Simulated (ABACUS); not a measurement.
# FeO (R-3m) in ABACUS: further runs

The runs below take FeO through equation of state, with PBE.

Everything below comes from runs of ABACUS 3.10.1. Logs are shortened: lines on timing, memory, paths and dates and some standing lists are left out, and cuts for length are marked.

**1. The structure**

Symmetry: R-3m, No. 166, trigonal system. Conventional cell: a = 3.035 Å, b = 3.035 Å, c = 7.547 Å, α = 90.00°, β = 90.00°, γ = 120.00°. Fe (site symmetry -3m) has 6 O at 2.16 Å as nearest neighbours. Around O (site symmetry -3m) lie 6 Fe at 2.16 Å.

**2. Equation of state, PBE, collinear spin, ferromagnetic start, 9.43 Å³/atom (volume scaled by 0.94)**

run_abacus.py

```python
"""ABACUS run from a structure file: ASE reads it, the script writes STRU, KPT and INPUT."""
import re
import subprocess
from ase.io import read
from ase.units import Bohr

atoms = read("FeO.cif")
atoms = atoms[(-atoms.numbers).argsort(kind="stable")]  # ABACUS lists atoms element by element
pseudo = {'Fe': 'Fe.upf', 'O': 'O.upf'}
orbital = {'Fe': 'Fe_confined-atom_7au_3s2p2d1f.orb', 'O': 'O_confined-atom_6au_2s2p1d.orb'}
magmoms = [3.0, 0.0]
kmesh = [8, 8, 8]
params = {
    'suffix': 'FeO',
    'calculation': 'scf',
    'basis_type': 'lcao',
    'pseudo_dir': './',
    'orbital_dir': './',
    'symmetry': 1,
    'dft_functional': 'pbe',
    'ecutwfc': 100,
    'pseudo_rcut': 7,
    'nspin': 2,
    'nbands': 17,
    'ks_solver': 'genelpa',
    'smearing_method': 'fd',
    'smearing_sigma': 0.00367493,
    'scf_thr': 1e-07,
    'scf_nmax': 100,
    'mixing_type': 'broyden',
    'mixing_beta': 0.4,
    'cal_force': 1,
    'cal_stress': 1,
    'out_mul': 1,
}

symbols = atoms.get_chemical_symbols()
elements = list(dict.fromkeys(symbols))
lines = ["ATOMIC_SPECIES"] + [f"{e} {atoms.get_masses()[symbols.index(e)]:.4f} {pseudo[e]}" for e in elements]
if orbital:
    lines += ["", "NUMERICAL_ORBITAL"] + [orbital[e] for e in elements]
lines += ["", "LATTICE_CONSTANT", f"{1 / Bohr:.10f}", "", "LATTICE_VECTORS"]
lines += [" ".join(f"{x:.10f}" for x in v) for v in atoms.cell]
lines += ["", "ATOMIC_POSITIONS", "Direct"]
for e in elements:
    lines += ["", e, "0.0", str(symbols.count(e))]
    for i, p in enumerate(atoms.get_scaled_positions(wrap=False)):
        if symbols[i] == e:
            mag = "" if magmoms is None else " mag " + " ".join(str(x) for x in (magmoms[i] if isinstance(magmoms[i], list) else [magmoms[i]]))
            lines.append(" ".join(f"{x:.10f}" for x in p) + " 1 1 1" + mag)
open("STRU", "w").write("\n".join(lines) + "\n")
open("KPT", "w").write("K_POINTS\n0\nGamma\n%d %d %d 0 0 0\n" % tuple(kmesh))
open("INPUT", "w").write("INPUT_PARAMETERS\n" + "".join(f"{k:<20s}{v}\n" for k, v in params.items()))

done = subprocess.run(['mpirun', '-np', '4', 'abacus'])
if done.returncode:
    raise SystemExit(done.returncode)
log = open("OUT.FeO/running_scf.log").read()
print("final energy (eV):", re.findall(r"FINAL_ETOT_IS (\S+)", log))
```

FeO.cif

```cif
data_FeO
_cell_length_a 3.00341288
_cell_length_b 3.00341288
_cell_length_c 3.00341288
_cell_angle_alpha 59.33998110
_cell_angle_beta 59.33998110
_cell_angle_gamma 59.33998098
_space_group_name_H-M_alt 'P1'
_space_group_name_Hall 'P 1'
_space_group_IT_number 1
loop_
_space_group_symop_operation_xyz
'x,y,z'
loop_
_atom_site_label
_atom_site_type_symbol
_atom_site_symmetry_multiplicity
_atom_site_Wyckoff_symbol
_atom_site_fract_x
_atom_site_fract_y
_atom_site_fract_z
_atom_site_occupancy
Fe1 Fe 1 a 0.0000000000 0.0000000000 0.0000000000 1
O1 O 1 a 0.5000000000 0.5000000000 0.5000000000 1
```

Potentials or basis: PseudoDojo NC SR 0.4.1 PBE standard, DZP LCAO (the cutoffs set its grid).

On the command line:

```sh
> OMP_NUM_THREADS=1 python run_abacus.py > log
```

running log:

```text
ABACUS v3.10.1

               Atomic-orbital Based Ab-initio Computation at UStc

 ------------------------------------------------------------------------------------

 READING GENERAL INFORMATION
                           global_out_dir = OUT.FeO/
                           global_in_card = INPUT
                               pseudo_dir = ./
                              orbital_dir = ./
                                    DSIZE = 4
                                    GSIZE = 1

 READING UNITCELL INFORMATION
                                    ntype = 2
                  lattice constant (Bohr) = 1.88973
              lattice constant (Angstrom) = 1

 READING ATOM TYPE 1
                               atom label = Fe
                      L=0, number of zeta = 3
                      L=1, number of zeta = 2
                      L=2, number of zeta = 2
                      L=3, number of zeta = 1
             number of atom for this type = 1
               magnetization of element 1 = 3

 READING ATOM TYPE 2
                               atom label = O
                      L=0, number of zeta = 2
                      L=1, number of zeta = 2
                      L=2, number of zeta = 1
             number of atom for this type = 1
               magnetization of element 2 = 0

                        TOTAL ATOM NUMBER = 2
DIRECT COORDINATES
    atom                   x                   y                   z     mag                  vx                  vy                  vz
taud_Fe1            0.0000000000        0.0000000000        0.0000000000  3.0000        0.0000000000        0.0000000000        0.0000000000
taud_O1            0.5000000000        0.5000000000        0.5000000000  0.0000        0.0000000000        0.0000000000        0.0000000000

                          Volume (Bohr^3) = 127.336
                             Volume (A^3) = 18.8693

 Lattice vectors: (Cartesian coordinate: in unit of a_0)
             +3.00341                  +0                  +0
             +1.53157            +2.58356                  +0
             +1.53157           +0.872529            +2.43176
 Reciprocal vectors: (Cartesian coordinate: in unit of 2 pi/a_0)
            +0.332955            -0.19738            -0.13888
                   -0           +0.387063            -0.13888
                   +0                  -0           +0.411224
 The esolver type has been set to : ksdft_lcao

                PAO radial cut off (Bohr) = 7

 Read in pseudopotential file is Fe.upf
                     pseudopotential type = NC
          exchange-correlation functional = PBE
                 nonlocal core correction = 1
                        valence electrons = 16
                                     lmax = 2
[... 214 lines left out ...]
              searching radius is (Bohr)) = 17.2
         searching radius unit is (Bohr)) = 1.89
                         PeriodicBoundary = 1
                        Radius(unit:lat0) = 9.08
                                   glayer = [ 5, 5, 5 ]
                             glayer_minus = [ 4, 4, 4 ]

Find the coordinate range of the input atom(unit:lat0).
                                  min_tau = [ -24.3, -13.8, -9.73 ]
                                  max_tau = [ 27.3, 15.6, 10.9 ]
                                BoxNumber = [ 9, 9, 9 ]

 SETUP EXTENDED REAL SPACE GRID FOR GRID INTEGRATION
                          real space grid = [ 40, 40, 40 ]
                 big cell numbers in grid = [ 8, 8, 8 ]
             meshcell numbers in big cell = [ 5, 5, 5 ]
                        extended fft grid = [ 13, 13, 13 ]
                dimension of extened grid = [ 35, 35, 35 ]
                            UnitCellTotal = 125
              Atom number in sub-FFT-grid = 2
    Local orbitals number in sub-FFT-grid = 39
                                ParaV.nnr = 35548
                                 init_chg = atomic

 LCAO ALGORITHM --------------- ION=   1  ELEC=   1--------------------------------
          total magnetism (Bohr mag/cell) = 3.97838
       absolute magnetism (Bohr mag/cell) = 3.97838
                        nelec for spin up = 12.9892
                      nelec for spin down = 9.01081
[... 226 lines left out ...]
 Density error is 6.00908041727e-08
----------------------------------------------------------
     Energy           Rydberg                 eV
----------------------------------------------------------
 E_KohnSham     -283.7193292123      -3860.1995100252
 E_KS(sigma->0) -283.7188921257      -3860.1935631575
 E_Harris       -283.7193287753      -3860.1995040793
 E_band         -17.9300430030       -243.9507502264
 E_one_elec     -118.8864056493      -1617.5325315701
 E_Hartree      73.1336287331        995.0340661872
 E_xc           -44.1284065671       -600.3977729726
 E_Ewald        -193.8372715560      -2637.2913779343
 E_entropy(-TS) -0.0008741731        -0.0118937354
 E_descf        0.0000000000         0.0000000000
 E_exx          0.0000000000         0.0000000000
 E_Fermi        1.1683481919         15.8961926576
----------------------------------------------------------

 charge density convergence is achieved
 final etot is -3860.19951 eV
 EFERMI = 15.896192658 eV

 STATE ENERGY(eV) AND OCCUPATIONS    NSPIN == 2
SPIN UP :
 1/65 kpoint (Cartesian) = 0.0000 0.0000 0.0000 (535 pws)
       1       -73.9679     0.00195312
       2       -40.1337     0.00195312
       3       -40.1192     0.00195312
       4       -40.1192     0.00195312
       5       -5.42146     0.00195312
       6        11.6345     0.00195312
[... 9 lines left out ...]
      16        33.1411        0.00000
[... 82 lines left out ...]
       4       -40.1229      0.0117188
       5       -5.20247      0.0117188
       6        9.62081      0.0117188
[... 9 lines left out ...]
      16        32.0892        0.00000
      17        32.3357        0.00000

[... levels at 124 further k points ...]

-------------------------------------------------
 Total Magnetism (uB)
-------------------------------------------------
                        Fe1         3.7599048411
                         O1         0.2400464800
-------------------------------------------------

 correction force for each atom along direction 1 is 2.17783e-14
 correction force for each atom along direction 2 is 1.33123e-14
 correction force for each atom along direction 3 is -2.40106e-14
------------------------------------------------------------------------------------------
 TOTAL-FORCE (eV/Angstrom)
------------------------------------------------------------------------------------------
                       Fe1         0.0000000000         0.0000000000         0.0000000000
                        O1         0.0000000000         0.0000000000         0.0000000000
------------------------------------------------------------------------------------------

----------------------------------------------------------------
 TOTAL-STRESS (KBAR)
----------------------------------------------------------------
       119.0609733131        -3.1323410616        -2.2039696332
        -3.1323410616       122.7747591498        -1.2555926140
        -2.2039696332        -1.2555926140       123.6757837363
----------------------------------------------------------------
 TOTAL-PRESSURE: 121.837172 KBAR

 --------------------------------------------
 !FINAL_ETOT_IS -3860.1995100251797339 eV
 --------------------------------------------
```

STRU:

```text
ATOMIC_SPECIES
Fe 55.8450 Fe.upf
O 15.9990 O.upf

NUMERICAL_ORBITAL
Fe_confined-atom_7au_3s2p2d1f.orb
O_confined-atom_6au_2s2p1d.orb

LATTICE_CONSTANT
1.8897261258

LATTICE_VECTORS
3.0034128800 0.0000000000 0.0000000000
1.5315687405 2.5835607446 0.0000000000
1.5315687350 0.8725285332 2.4317648111

ATOMIC_POSITIONS
Direct

Fe
0.0
1
0.0000000000 0.0000000000 0.0000000000 1 1 1 mag 3.0

O
0.0
1
0.5000000000 0.5000000000 0.5000000000 1 1 1 mag 0.0
```

It took 27 s on 4 MPI ranks of AMD EPYC 7R43 (Zen 3), shared host; peak memory 0.48 GiB.

Results:

```
Free energy            : -3860.1995 eV
Pressure               : 12.2 GPa
Band gap on the k mesh : none (metal or under the smearing width)
Net moment             : 4.00 μB per cell
Absolute moment        : 4.01 μB per cell
Site moments           : Fe +3.76; O +0.24 μB
Mulliken charges       : Fe +0.47; O -0.47 e
```

Caveat: the atomic orbitals were generated for these runs and aren't a published set; Mulliken charges move with the basis; the basis of atomic orbitals isn't converged, which shifts pressures, moduli and gaps; a cell with one magnetic atom can't hold antiferromagnetic order, which such compounds often take; semilocal functionals often make such compounds metallic where correlation or magnetic order opens a gap, which also shifts bond lengths.

**3. Equation of state, PBE, collinear spin, ferromagnetic start, 9.84 Å³/atom (volume scaled by 0.98)**

run_abacus.py is that of step 2.

FeO.cif, as its differences from that of step 2:

```diff
@@ -1,8 +1,8 @@
 data_FeO
-_cell_length_a 3.00341288
-_cell_length_b 3.00341288
-_cell_length_c 3.00341288
-_cell_angle_alpha 59.33998110
-_cell_angle_beta 59.33998110
-_cell_angle_gamma 59.33998098
+_cell_length_a 3.04542409
+_cell_length_b 3.04542409
+_cell_length_c 3.04542409
+_cell_angle_alpha 59.33998109
+_cell_angle_beta 59.33998109
+_cell_angle_gamma 59.33998097
 _space_group_name_H-M_alt 'P1'
```

Potentials or basis: PseudoDojo NC SR 0.4.1 PBE standard, DZP LCAO (the cutoffs set its grid).

On the command line:

```sh
> OMP_NUM_THREADS=1 python run_abacus.py > log
```

It took 24 s on 4 MPI ranks of AMD EPYC 7R43 (Zen 3), shared host; peak memory 0.48 GiB.

Results (log left out):

* Free energy: -3860.2369 eV
* Pressure: 3.1 GPa
* Band gap on the k mesh: none (metal or under the smearing width)
* Net moment: 4.00 μB per cell
* Absolute moment: 4.01 μB per cell
* Site moments: Fe +3.76; O +0.24 μB
* Mulliken charges: Fe +0.51; O -0.51 e

Caveat: the atomic orbitals were generated for these runs and aren't a published set; Mulliken charges move with the basis; the basis of atomic orbitals isn't converged, which shifts pressures, moduli and gaps; a cell with one magnetic atom can't hold antiferromagnetic order, which such compounds often take; semilocal functionals often make such compounds metallic where correlation or magnetic order opens a gap, which also shifts bond lengths.

**4. Equation of state, PBE, collinear spin, ferromagnetic start, 10.24 Å³/atom (volume scaled by 1.02)**

run_abacus.py is that of step 3.

FeO.cif, as its differences from that of step 3:

```diff
@@ -1,7 +1,7 @@
 data_FeO
-_cell_length_a 3.04542409
-_cell_length_b 3.04542409
-_cell_length_c 3.04542409
-_cell_angle_alpha 59.33998109
-_cell_angle_beta 59.33998109
+_cell_length_a 3.08630715
+_cell_length_b 3.08630715
+_cell_length_c 3.08630715
+_cell_angle_alpha 59.33998110
+_cell_angle_beta 59.33998110
 _cell_angle_gamma 59.33998097
```

On the command line:

```sh
> OMP_NUM_THREADS=1 python run_abacus.py > log
```

It took 25 s on 4 MPI ranks of AMD EPYC 7R43 (Zen 3), shared host; peak memory 0.48 GiB.

It converged, with:

```yaml
Free_energy: -3860.2333 eV
Pressure: -4.2 GPa
Band_gap_on_the_k_mesh: none (metal or under the smearing width)
Net_moment: 4.00 μB per cell
Absolute_moment: 4.02 μB per cell
Site_moments: Fe +3.77; O +0.24 μB
Mulliken_charges: Fe +0.53; O -0.53 e
```

Caveat: the atomic orbitals were generated for these runs and aren't a published set; Mulliken charges move with the basis; the basis of atomic orbitals isn't converged, which shifts pressures, moduli and gaps; a cell with one magnetic atom can't hold antiferromagnetic order, which such compounds often take; semilocal functionals often make such compounds metallic where correlation or magnetic order opens a gap, which also shifts bond lengths.

**5. Equation of state, PBE, collinear spin, ferromagnetic start, 10.64 Å³/atom (volume scaled by 1.06)**

run_abacus.py is that of step 4.

FeO.cif, as its differences from that of step 4:

```diff
@@ -1,8 +1,8 @@
 data_FeO
-_cell_length_a 3.08630715
-_cell_length_b 3.08630715
-_cell_length_c 3.08630715
+_cell_length_a 3.12613486
+_cell_length_b 3.12613486
+_cell_length_c 3.12613486
 _cell_angle_alpha 59.33998110
 _cell_angle_beta 59.33998110
-_cell_angle_gamma 59.33998097
+_cell_angle_gamma 59.33998098
 _space_group_name_H-M_alt 'P1'
```

On the command line:

```sh
> OMP_NUM_THREADS=1 python run_abacus.py > log
```

It took 22 s on 4 MPI ranks of AMD EPYC 7R43 (Zen 3), shared host; peak memory 0.48 GiB.

It converged, with:

- Free energy: -3860.1972 eV
- Pressure: -10.0 GPa
- Band gap on the k mesh: none (metal or under the smearing width)
- Net moment: 4.00 μB per cell
- Absolute moment: 4.02 μB per cell
- Site moments: Fe +3.77; O +0.24 μB
- Mulliken charges: Fe +0.56; O -0.56 e

Caveat: the atomic orbitals were generated for these runs and aren't a published set; Mulliken charges move with the basis; the basis of atomic orbitals isn't converged, which shifts pressures, moduli and gaps; a cell with one magnetic atom can't hold antiferromagnetic order, which such compounds often take; semilocal functionals often make such compounds metallic where correlation or magnetic order opens a gap, which also shifts bond lengths.

**6. Equation of state, PBE, collinear spin, ferromagnetic start**

Potentials or basis: PseudoDojo NC SR 0.4.1 PBE standard, DZP LCAO (the cutoffs set its grid).

This step only gathers the single runs of the series.

What came out:

```yaml
Equilibrium_volume: 9.99 Å³/atom
Bulk_modulus_at_fixed_shape_and_positions: 185 GPa
Pressure_derivative_of_the_bulk_modulus: "4.7 (rough: it moves with the points fitted)"
```

Energy against volume, from the lowest point:
| volume (Å³/atom) | energy (meV/atom) |
| --- | --- |
| 9.435 | 18.67 |
| 9.836 | 0.00 |
| 10.238 | 1.76 |
| 10.639 | 19.81 |

Caveat: the atomic orbitals were generated for these runs and aren't a published set; the cell was scaled at fixed shape and fractional positions, which overstates the stiffness of a crystal with free parameters, most of all of layers and chains; the basis of atomic orbitals isn't converged, which shifts pressures, moduli and gaps.
